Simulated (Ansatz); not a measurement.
Runs of Ansatz 0.2.0 on PbSe (Clausthalite). The structure is cubic, space group Fm-3m (No. 225). The conventional cell has a = 6.121 Å, b = 6.121 Å, c = 6.121 Å, α = 90.00°, β = 90.00°, γ = 90.00°. Pb (site symmetry m-3m) has 6 Se at 3.06 Å as nearest neighbours. Around Se (site symmetry m-3m) lie 6 Pb at 3.06 Å. 

```csv
task,level,spin,cell,points for each segment of the path,gap on the mesh (eV),pressure (GPa)
relaxation of cell and atoms,PBE0,off,relaxed,-,(a),0.0
single point,PBE0,"SOC, no magnetisation",as given,-,0.71,1.1
band structure,PBE0,off,as given,4,(b),1.4
band structure,PBEsol0,off,as given,4,1.21,-0.7
```

Alike in all rows: potentials or basis Ansatz PAW; k mesh 4 × 4 × 4; cutoff (eV) 420; smearing fermi-dirac 0.05 eV; the mesh is coarse, so values aren't converged.

**Question.** Fill in the values left out.

**Answer.** (a) 1.38; (b) 1.29.

Caveats: all runs use coarse meshes; the PAW data sets come from PBE, with cores solved anew for the run's functional, which leaves a small shift of forces and pressure; spin-orbit coupling is left out, which as a rule narrows the gap of such compounds by several tenths of an eV (some runs); the thresholds are loose for stress (some runs); the plane-wave basis is chosen anew once the cell has moved, so the energies of steps on either side of that aren't comparable (some runs).

A k mesh can miss the band edges, and rows without SOC leave out spin-orbit coupling on Pb, Se.
